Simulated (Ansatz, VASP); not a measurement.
# Two plane-wave programs on Si

```
Si
1.0
    -3.32544    3.32544    1.92239
     3.32544   -3.32544    1.92239
     3.32544    3.32544   -1.92239
Si
4
Direct
  0.17880 0.17880 0.35760
  0.82120 0.82120 0.64240
  0.17880 0.82120 0.00000
  0.82120 0.17880 0.00000
```

This isn't the form of Si at room conditions, which is diamond.

Alike in both runs: task single point; functional PBEsol; k mesh 12 × 12 × 12; occupations gaussian, width 0.03 eV; no spin polarisation.

```csv
,VASP,Ansatz
version,VASP 6.6.1,Ansatz 0.2.0
potentials or method,"VASP PAW PBE potentials, release 64 (Si)","scalar-relativistic, plane waves, PAW"
plane-wave cutoff (eV),520,420
valence electrons in the cell,16,16
```

|  | VASP | Ansatz | Ansatz less VASP |
| --- | --- | --- | --- |
| gap on the k mesh at the Fermi level (eV) | 0.16 | 0.16 | +0.004 |
| least direct gap on the mesh (eV) | 0.28 | 0.29 | +0.006 |
| pressure (GPa) | -0.2 | -0.3 | -0.10 |
| largest component of the traceless stress (GPa) | 0.09 | 0.08 | -0.009 |
| rms of the force components (eV/Å) | 0.006 | 0.008 | +0.0014 |

Atom by atom the forces differ by 0.001 eV/Å (rms over components).

Caveats: the PAW data sets were made with another functional, which shifts forces and pressure a little (VASP). A k mesh can miss the band edges. A hybrid or GW would open this gap; PBEsol tends to underestimate it.
